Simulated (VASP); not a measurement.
# GaP (Fm-3m) in VASP: settings compared

Aim: see how the results for GaP move with the level of theory and the settings. Levels: HSE06, r2SCAN. Tasks: single point.

Program: VASP 6.6.1. These are calculated values, not measurements. Logs are shortened: lines on timing, memory, paths and dates and some standing lists are left out, and cuts for length are marked.

**1. Starting point**

The structure is cubic, space group Fm-3m (No. 225). The conventional cell has a = 5.117 Å, b = 5.117 Å, c = 5.117 Å, α = 90.00°, β = 90.00°, γ = 90.00°. Around Ga (site symmetry m-3m) lie 6 P at 2.56 Å. P (site symmetry m-3m) is surrounded by 6 Ga at 2.56 Å.

The cell was built by a generator and needn't be a form met in nature.

**2. Single point, HSE06**

Contents of POSCAR:

```
GaP
1.0
    0.0000000000      2.5585352627      2.5585352627
    2.5585352627      0.0000000000      2.5585352627
    2.5585352627      2.5585352627      0.0000000000
Ga P
1 1
Direct
    0.0000000000      0.0000000000      0.0000000000
    0.5000000000      0.5000000000      0.5000000000
```

Contents of INCAR.step1:

```
SYSTEM = GaP
PREC     = Accurate       ! precision mode
ENCUT    = 520            ! plane-wave cutoff, eV
EDIFF    = 1E-5           ! SCF threshold, eV
ISMEAR   = -1             ! smearing method
SIGMA    = 0.02           ! smearing width, eV
LREAL    = .FALSE.        ! projectors in reciprocal space
LASPH    = .TRUE.         ! aspherical terms in the spheres
NELM     = 100            ! most SCF steps
ALGO     = Normal         ! electronic algorithm
ISIF     = 2              ! what is computed and relaxed
LWAVE    = .TRUE.         ! write WAVECAR
LCHARG   = .FALSE.        ! write CHGCAR
GGA      = PE             ! functional
NBANDS   = 16             ! bands
```

Contents of INCAR.step2:

```
SYSTEM = GaP
PREC     = Accurate       ! precision mode
ENCUT    = 520            ! plane-wave cutoff, eV
EDIFF    = 1E-7           ! SCF threshold, eV
ISMEAR   = -1             ! smearing method
SIGMA    = 0.02           ! smearing width, eV
LREAL    = .FALSE.        ! projectors in reciprocal space
LASPH    = .TRUE.         ! aspherical terms in the spheres
NELM     = 100            ! most SCF steps
ALGO     = Normal         ! electronic algorithm
ISIF     = 2              ! what is computed and relaxed
LWAVE    = .FALSE.        ! write WAVECAR
LCHARG   = .FALSE.        ! write CHGCAR
GGA      = PE             ! functional
LHFCALC  = .TRUE.         ! exact exchange
HFSCREEN = 0.2079         ! screening, 1/A
PRECFOCK = Normal       
ISTART   = 1            
NBANDS   = 16             ! bands
```

Contents of KPOINTS:

```
regular mesh
0
G
  4 4 4
  0 0 0
```

Potentials or basis: VASP PAW PBE potentials, release 64 (Ga_d, P).

Launch:

```bash
> cat potpaw_PBE.64/Ga_d/POTCAR potpaw_PBE.64/P/POTCAR > POTCAR
> cp INCAR.step1 INCAR
> mpirun -np 1 vasp_std > vasp.out
> cp INCAR.step2 INCAR
> mpirun -np 1 vasp_std > vasp.out
```

OUTCAR:

```text
SYSTEM = GaP
   PREC = Accurate
   ENCUT = 520
   EDIFF = 1E-7
   ISMEAR = -1
   LREAL = .FALSE.
   LASPH = .TRUE.
   NELM = 100
   ISIF = 2
   GGA = PE
   LHFCALC = .TRUE.
   HFSCREEN = 0.2079
   PRECFOCK = Normal
   ISTART = 1

 ion  position               nearest neighbor table
   1  0.000  0.000  0.000-   2 2.56   2 2.56   2 2.56   2 2.56   2 2.56   2 2.56
   2  0.500  0.500  0.500-   1 2.56   1 2.56   1 2.56   1 2.56   1 2.56   1 2.56

  LATTYP: Found a face centered cubic cell.
 ALAT       =     5.1170705254

  Lattice vectors:

 A1 = (   0.0000000000,   2.5585352627,   2.5585352627)
 A2 = (   2.5585352627,   0.0000000000,   2.5585352627)
 A3 = (   2.5585352627,   2.5585352627,   0.0000000000)

Analysis of symmetry for initial positions (statically):
=====================================================================
 Subroutine PRICEL returns:
 Original cell was already a primitive cell.

 Routine SETGRP: Setting up the symmetry group for a
 face centered cubic supercell.

 Subroutine GETGRP returns: Found 48 space group operations
 (whereof 48 operations were pure point group operations)
 out of a pool of 48 trial point group operations.

The static configuration has the point symmetry O_h .

Analysis of symmetry for dynamics (positions and initial velocities):
=====================================================================
 Subroutine PRICEL returns:
 Original cell was already a primitive cell.

 Routine SETGRP: Setting up the symmetry group for a
 face centered cubic supercell.

 Subroutine GETGRP returns: Found 48 space group operations
 (whereof 48 operations were pure point group operations)
 out of a pool of 48 trial point group operations.

The dynamic configuration has the point symmetry O_h .

 Subroutine INISYM returns: Found 48 space group operations
 (whereof 48 operations are pure point group operations),
 and found     1 'primitive' translations

----------------------------------------------------------------------------------------

                                     Primitive cell

  volume of cell :      33.4969

  direct lattice vectors                    reciprocal lattice vectors
     0.000000000  2.558535263  2.558535263    -0.195424315  0.195424315  0.195424315
     2.558535263  0.000000000  2.558535263     0.195424315 -0.195424315  0.195424315
     2.558535263  2.558535263  0.000000000     0.195424315  0.195424315 -0.195424315

  length of vectors
     3.618315268  3.618315268  3.618315268     0.338484842  0.338484842  0.338484842

  position of ions in fractional coordinates (direct lattice)
     0.000000000  0.000000000  0.000000000
     0.500000000  0.500000000  0.500000000

  ion indices of the primitive-cell ions
   primitive index   ion index
                 1           1
                 2           2

----------------------------------------------------------------------------------------

 KPOINTS: regular mesh

Automatic generation of k-mesh.
 Grid dimensions read from file:
 generate k-points for:    4    4    4

 Generating k-lattice:

  Cartesian coordinates                     Fractional coordinates (reciprocal lattice)
    -0.048856079  0.048856079  0.048856079     0.250000000  0.000000000  0.000000000
     0.048856079 -0.048856079  0.048856079     0.000000000  0.250000000  0.000000000
     0.048856079  0.048856079 -0.048856079     0.000000000  0.000000000  0.250000000

  Length of vectors
     0.084621210  0.084621210  0.084621210

  Shift w.r.t. Gamma in fractional coordinates (k-lattice)
     0.000000000  0.000000000  0.000000000

 Subroutine IBZKPT returns following result:
 ===========================================

 Found      8 irreducible k-points:

 Following reciprocal coordinates:
            Coordinates               Weight
  0.000000  0.000000  0.000000      1.000000
  0.250000  0.000000  0.000000      8.000000
  0.500000  0.000000  0.000000      4.000000
  0.250000  0.250000  0.000000      6.000000
  0.500000  0.250000  0.000000     24.000000
 -0.250000  0.250000  0.000000     12.000000
  0.500000  0.500000  0.000000      3.000000
 -0.250000  0.500000  0.250000      6.000000
   k-points           NKPTS =      8   k-points in BZ     NKDIM =     64   number of bands    NBANDS=     16
   number of dos      NEDOS =    301   number of ions     NIONS =      2
   total plane-waves  NPLWV =  21952
   dimension x,y,z NGX =    28 NGY =   28 NGZ =   28
   dimension x,y,z NGXF=    56 NGYF=   56 NGZF=   56
   ions per type =               1   1
   NGX,Y,Z   is equivalent  to a cutoff of  12.86, 12.86, 12.86 a.u.
   NGXF,Y,Z  is equivalent  to a cutoff of  25.73, 25.73, 25.73 a.u.
 SYSTEM =  GaP
   PREC   = accura    normal or accurate (medium, high low for compatibility)
   ISTART =      1    job   : 0-new  1-cont  2-samecut
   ICHARG =      0    charge: 1-file 2-atom 10-const
   ISPIN  =      1    spin polarized calculation?
   LNONCOLLINEAR =      F non collinear calculations
   LSORBIT =      F    spin-orbit coupling
   LASPH  =      T    aspherical Exc in radial PAW
   ENCUT  =  520.0 eV  38.22 Ry    6.18 a.u.   6.73  6.73  6.73*2*pi/ulx,y,z
   NELM   =    100;   NELMIN=  2; NELMDL=  0     # of ELM steps
   EDIFF  = 0.1E-06   stopping-criterion for ELM
   LREAL  =      F    real-space projection
   EDIFFG = 0.1E-05   stopping-criterion for IOM
   NSW    =      0    number of steps for IOM
   IBRION =     -1    ionic relax: 0-MD 1-quasi-New 2-CG
   NFREE  =      0    steps in history (QN), initial steepest desc. (CG)
   ISIF   =      2    stress and relaxation
   ISYM   =      3    0-nonsym 1-usesym 2-fastsym
   POTIM  = 0.5000    time-step for ionic-motion
   TEBEG  =    0.0;   TEEND  =   0.0 temperature during run
   PSTRESS=    0.0 pullay stress
   NELECT =      18.0000    total number of electrons
   NUPDOWN=      -1.0000    fix difference up-down
   EMIN   =  10.00;   EMAX   =-10.00  energy-range for DOS
   EFERMI =   0.00;   METHOD = LEGACY
   ISMEAR =    -1;   SIGMA  =   0.02  broadening in eV -4-tet -1-fermi 0-gaus
   EFERMI_NEDOS =   21; number of points for ismear=-14 and -15
   IALGO  =     38    algorithm
   IMIX   =      1    mixing-type and parameters
     AMIX     =   0.40;   BMIX     =  1.00
     AMIX_MAG =   1.60;   BMIX_MAG =  1.00
  volume/ion in A,a.u.               =      16.75       113.02
  Fermi-wavevector in a.u.,A,eV,Ry     =   1.330958  2.515145 24.102020  1.771448
  Thomas-Fermi vector in A             =   2.460005
   LORBIT       =      0    0 simple, 1 ext, 2 COOP (PROOUT), +10 PAW based schemes
   GGA     = PE    functional components
   LHFCALC =     T    Hartree Fock is set to
   PRECFOCK=normal    Normal, Fast or Accurate (Low or Medium for compatibility)
   ENCUT4O =  -1.0   cutoff for four orbital integrals eV
   NKREDX  =     1    reduce k-point grid by
   NKREDY  =     1    reduce k-point grid by
   NKREDZ  =     1    reduce k-point grid by
   AEXX    =    0.2500 exact exchange contribution
   HFSCREEN=    0.2079 screening length (either q_TF or 0.3 A-1)
   HFSCREENC=   0.2079 screening length for correlation (either q_TF or 0.3 A-1)
   ENCUTFOCK=  -1.0 apply spherical cutoff to Coloumb kernel
   IVDW    =     0    specifies the selected vdW correction
   LEPSILON=     F    determine dielectric tensor
   LRPA    =     F    only Hartree local field effects (RPA)
 non-spin polarized calculation
  energy-cutoff  :      520.00
  volume of cell :       33.50
 maximum number of plane-waves:       934
 NGX is ok and might be reduce to    28
  NGX = 24; NGY = 24; NGZ = 24

 number of electron      17.9999996 magnetization

 Free energy of the ion-electron system (eV)
  ---------------------------------------------------
  ext. energy  EPLUGINS =         0.00000000
  ---------------------------------------------------
  free energy    TOTEN  =        -9.36599086 eV

  energy without entropy =       -9.36409941  energy(sigma->0) =       -9.36504514

 E-fermi :   6.7331     XC(G=0):  -9.1128

 val. band max:        6.6677269848   @ k =   0.5000   0.0000   0.0000
 cond. band min:       6.7513210254   @ k =   0.5000   0.0000   0.0000
 fundamental gap:      0.0835940407
 Fermi energy:         6.7330907952

 k-point     1 :       0.0000    0.0000    0.0000
  band No.  band energies     occupation
      1     -11.2765      2.00000
      2     -11.2746      2.00000
      3     -11.2383      2.00000
      4     -11.2382      2.00000
      5     -11.2381      2.00000
      6      -8.4013      2.00000
[... 8 lines left out ...]
     15      16.3497      0.00000
     16      16.3525      0.00000

 k-point     2 :       0.2500    0.0000    0.0000
  band No.  band energies     occupation
      1     -11.2928      2.00000
      2     -11.2910      2.00000
      3     -11.2413      2.00000
      4     -11.2178      2.00000
      5     -11.2177      2.00000
      6      -7.3527      2.00000
[... 8 lines left out ...]
     15      16.5036      0.00000
     16      16.5380      0.00000

 k-point     3 :       0.5000    0.0000    0.0000
  band No.  band energies     occupation
      1     -11.3118      2.00000
      2     -11.3101      2.00000
      3     -11.2471      2.00000
      4     -11.1946      2.00000
      5     -11.1945      2.00000
      6      -5.2064      2.00000
[... 8 lines left out ...]
     15      20.5030      0.00000
     16      20.6887      0.00000

 k-point     4 :       0.2500    0.2500    0.0000
  band No.  band energies     occupation
      1     -11.3461      2.00000
      2     -11.2626      2.00000
      3     -11.2541      2.00000
      4     -11.2081      2.00000
      5     -11.2079      2.00000
      6      -6.9713      2.00000
[... 8 lines left out ...]
     15      18.6026      0.00000
     16      20.0673      0.00000

 k-point     5 :       0.5000    0.2500    0.0000
  band No.  band energies     occupation
      1     -11.3776      2.00000
      2     -11.2786      2.00000
      3     -11.2459      2.00000
      4     -11.2013      2.00000
      5     -11.1870      2.00000
      6      -4.8419      2.00000
[... 8 lines left out ...]
     15      21.1703      0.00000
     16      22.0562      0.00000

 k-point     6 :      -0.2500    0.2500    0.0000
  band No.  band energies     occupation
      1     -11.3279      2.00000
      2     -11.3009      2.00000
      3     -11.2290      2.00000
      4     -11.2139      2.00000
      5     -11.2041      2.00000
      6      -5.6922      2.00000
[... 8 lines left out ...]
     15      19.5439      0.00000
     16      20.3812      0.00000

 k-point     7 :       0.5000    0.5000    0.0000
  band No.  band energies     occupation
      1     -11.4478      2.00000
      2     -11.2702      2.00000
      3     -11.2498      2.00000
      4     -11.1752      2.00000
      5     -11.1750      2.00000
      6      -4.0100      2.00000
[... 8 lines left out ...]
     15      20.5765      0.00000
     16      22.8963      0.00000

 k-point     8 :      -0.2500    0.5000    0.2500
  band No.  band energies     occupation
      1     -11.3980      2.00000
      2     -11.2803      2.00000
      3     -11.2255      2.00000
      4     -11.2253      2.00000
      5     -11.1751      2.00000
      6      -3.7122      2.00000
[... 8 lines left out ...]
     15      20.4428      0.00000
     16      22.9963      0.00000

------------------------ aborting loop because EDIFF is reached ----------------------------------------

  FORCE on cell =-STRESS in cart. coord.  units (eV):
  Direction    XX          YY          ZZ          XY          YZ          ZX
  --------------------------------------------------------------------------------------
  -------------------------------------------------------------------------------------
  Total        0.1006256      0.1006256      0.1006256      0.0000000      0.0000000     -0.0000000
  in kB        4.8129865      4.8129865      4.8129865      0.0000000      0.0000000     -0.0000000
  external PRESSURE =       4.8129865 kB  Pullay stress =       0.0000000 kB

 VOLUME and BASIS-vectors are now :
 -----------------------------------------------------------------------------
  energy-cutoff  :      520.00
  volume of cell :       33.50
      direct lattice vectors                 reciprocal lattice vectors
     0.000000000  2.558535263  2.558535263    -0.195424315  0.195424315  0.195424315
     2.558535263  0.000000000  2.558535263     0.195424315 -0.195424315  0.195424315
     2.558535263  2.558535263  0.000000000     0.195424315  0.195424315 -0.195424315

 POSITION                                       TOTAL-FORCE (eV/Angst)
 -----------------------------------------------------------------------------------
      0.00000      0.00000      0.00000         0.000000      0.000000      0.000000
      2.55854      2.55854      2.55854        -0.000000     -0.000000     -0.000000
 -----------------------------------------------------------------------------------
    total drift:                                0.000006      0.000014      0.000024

  FREE ENERGIE OF THE ION-ELECTRON SYSTEM (eV)
  ---------------------------------------------------
  free  energy   TOTEN  =        -9.3659908593 eV

  energy  without entropy=       -9.3640994116  energy(sigma->0) =       -9.36504514
```

It took 27 min on 1 thread of Intel Xeon Platinum 8488C (Sapphire Rapids), shared host; peak memory 0.27 GiB.

What came out:

- Free energy: -9.3660 eV
- Pressure: 0.5 GPa
- Band gap on the k mesh: none (metal or under the smearing width)

Levels at points of the mesh, in eV from the Fermi level:
```csv
k point,band 5,band 6,band 7,band 8,band 9,band 10,band 11,band 12,band 13,band 14
"(0.00, 0.00, 0.00)",-17.97,-15.13,-0.28,-0.27,-0.25,2.29,7.57,7.57,7.57,9.61
"(0.50, 0.00, 0.00)",-17.93,-11.94,-9.12,-0.07,0.02,3.30,3.30,3.64,6.11,13.77
"(0.50, 0.50, 0.00)",-17.91,-10.74,-6.92,-3.32,-3.31,-3.30,3.61,12.22,12.23,13.77
```

Caveat: the k mesh is coarse (spacing up to 0.53 Å⁻¹), so the values aren't converged, least of all with exact exchange; the PAW data sets were made with another functional, which shifts forces and pressure a little.

**3. Single point, r2SCAN**

POSCAR is that of step 2.

Contents of INCAR.step1:

```
PREC = Accurate
ENCUT = 520
ISMEAR = -1
SIGMA = 0.02
LREAL = False
LASPH = True
NELM = 100
NBANDS = 16
GGA = PE
ALGO = Normal
EDIFF = 1E-4
LWAVE = True
LCHARG = False
```

Contents of INCAR.step2:

```
PREC = Accurate
ENCUT = 520
EDIFF = 1E-7
ISMEAR = -1
SIGMA = 0.02
LREAL = False
LASPH = True
NELM = 100
ALGO = Normal
ISIF = 2
LWAVE = False
LCHARG = True
METAGGA = R2SCAN
LMIXTAU = True
LELF = True
LVHAR = True
NBANDS = 16
ISTART = 1
```

Contents of KPOINTS:

```
regular mesh
0
Gamma
  6 6 6
```

Potentials or basis: VASP PAW PBE potentials, release 64 (Ga_d, P).

Launch:

```bash
> cat potpaw_PBE.64/Ga_d/POTCAR potpaw_PBE.64/P/POTCAR > POTCAR
> cp INCAR.step1 INCAR
> mpirun -np 1 vasp_std > vasp.out
> cp INCAR.step2 INCAR
> mpirun -np 1 vasp_std > vasp.out
```

Run time: 32 s. Hardware: 1 thread of Intel Xeon Platinum 8488C (Sapphire Rapids), shared host; peak memory 0.16 GiB.

The run converged. Its results:

```
Free energy            : -20.4904 eV
Pressure               : 0.0 GPa
Band gap on the k mesh : none (metal or under the smearing width)
```

Levels at points of the mesh, in eV from the Fermi level:
| k point | band 6 | band 7 | band 8 | band 9 | band 10 | band 11 | band 12 | band 13 |
| --- | --- | --- | --- | --- | --- | --- | --- | --- |
| (0.00, 0.00, 0.00) | -13.99 | -0.04 | -0.04 | -0.04 | 2.20 | 7.53 | 7.53 | 7.53 |
| (0.50, 0.00, 0.00) | -11.03 | -8.23 | 0.16 | 0.16 | 3.23 | 3.23 | 3.67 | 5.87 |
| (0.50, 0.50, 0.00) | -9.81 | -6.21 | -3.06 | -2.88 | -2.88 | 3.74 | 11.89 | 11.89 |

Caveat: the PAW data sets were made with another functional, which shifts forces and pressure a little.
